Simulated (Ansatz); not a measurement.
A relaxation computed with Ansatz, from input to last step.

```yaml
crystal:
  lattice:
    - [4.9733645907, 0.0, 0.0]
    - [0.0, 4.9733645907, 0.0]
    - [0.0, 0.0, 3.1148356747]
  atoms:
    - { symbol: Sn, position: [0.5, 0.5, 0.5] }
    - { symbol: Sn, position: [0.0, 0.0, 0.0] }
    - { symbol: O, position: [0.1933870967, 0.8066129033, 0.5] }
    - { symbol: O, position: [0.8066129033, 0.1933870967, 0.5] }
    - { symbol: O, position: [0.3066129033, 0.3066129033, 0.0] }
    - { symbol: O, position: [0.6933870967, 0.6933870967, 0.0] }
basis:
  ecutwfc: 500
kpoints:
  mp_grid: { grid: [6, 6, 8] }
hamiltonian:
  xc: r2scan
scf:
  occupations: { method: gaussian, width: 0.02 }
output:
  forces: true
  stress: true
  eigenvalues: true
relax:
  adjacent_minimum: "off"
  f_tol: 0.008
  max_steps: 40
  cell: { stress_tol: 0.015, fix: [a, b, gamma] }
```

```bash
ansatz run input.yaml --threads 1 --pin off --max-ram 2560MiB --backend cpu --events-out ev --progress --plain --runs-dir out
```

Computed with DFT r2SCAN, scalar-relativistic, plane waves, PAW in Ansatz 0.2.0.

Of 5 frames 4 are shown, positions in Å and forces in eV/Å; the SCF threshold varies from step to step. Steps run on the plane waves of an earlier cell, with a Pulay correction in the pressure. The basis is chosen afresh for the last frame, the zero of the energies, and at times for earlier ones too; energy and pressure step there, also at an unchanged geometry.

```xyz
6
Lattice="4.9734 0.0000 0.0000 0.0000 4.9734 0.0000 0.0000 0.0000 3.1148" Properties=species:S:1:pos:R:3:forces:R:3 pbc="T T T" step=1 free_energy_over_end_meV_per_atom=0.27 pressure_GPa=-8.03
Sn    2.4867    2.4867    1.5574    0.0000    0.0000    0.0000
Sn    0.0000    0.0000    0.0000    0.0000    0.0000    0.0000
O     0.9618    4.0116    1.5574   -0.0829    0.0829    0.0000
O     4.0116    0.9618    1.5574    0.0829   -0.0829    0.0000
O     1.5249    1.5249    0.0000    0.0829    0.0829    0.0000
O     3.4485    3.4485    0.0000   -0.0829   -0.0829    0.0000
6
Lattice="4.9734 0.0000 0.0000 0.0000 4.9734 0.0000 0.0000 0.0000 3.1240" Properties=species:S:1:pos:R:3:forces:R:3 pbc="T T T" step=2 free_energy_over_end_meV_per_atom=0.08 pressure_GPa=-8.32
Sn    2.4867    2.4867    1.5620    0.0000    0.0000    0.0000
Sn    0.0000    0.0000    0.0000    0.0000    0.0000    0.0000
O     0.9570    4.0163    1.5620   -0.0107    0.0107    0.0000
O     4.0163    0.9570    1.5620    0.0107   -0.0107    0.0000
O     1.5296    1.5296    0.0000    0.0107    0.0107    0.0000
O     3.4437    3.4437    0.0000   -0.0107   -0.0107    0.0000
6
Lattice="4.9734 0.0000 0.0000 0.0000 4.9734 0.0000 0.0000 0.0000 3.1196" Properties=species:S:1:pos:R:3:forces:R:3 pbc="T T T" step=3 free_energy_over_end_meV_per_atom=0.01 pressure_GPa=-8.02
Sn    2.4867    2.4867    1.5598    0.0000    0.0000    0.0000
Sn    0.0000    0.0000    0.0000    0.0000    0.0000    0.0000
O     0.9573    4.0161    1.5598   -0.0085    0.0085    0.0000
O     4.0161    0.9573    1.5598    0.0085   -0.0085    0.0000
O     1.5294    1.5294    0.0000    0.0085    0.0085    0.0000
O     3.4440    3.4440    0.0000   -0.0085   -0.0085    0.0000
6
Lattice="4.9734 0.0000 0.0000 0.0000 4.9734 0.0000 0.0000 0.0000 3.1182" Properties=species:S:1:pos:R:3:forces:R:3 pbc="T T T" step=5 free_energy_over_end_meV_per_atom=0.00 pressure_GPa=-7.89
Sn    2.4867    2.4867    1.5591    0.0000    0.0000    0.0000
Sn    0.0000    0.0000    0.0000    0.0000    0.0000    0.0000
O     0.9569    4.0164    1.5591   -0.0001    0.0001    0.0000
O     4.0164    0.9569    1.5591    0.0001   -0.0001    0.0000
O     1.5297    1.5297    0.0000    0.0001    0.0001    0.0000
O     3.4436    3.4436    0.0000   -0.0001   -0.0001    0.0000
```

The run took 2.2 min on 1 thread of Intel(R) Xeon(R) Processor @ 2.50GHz (Skylake/Cascade Lake), on a shared host, peak memory 0.62 GiB.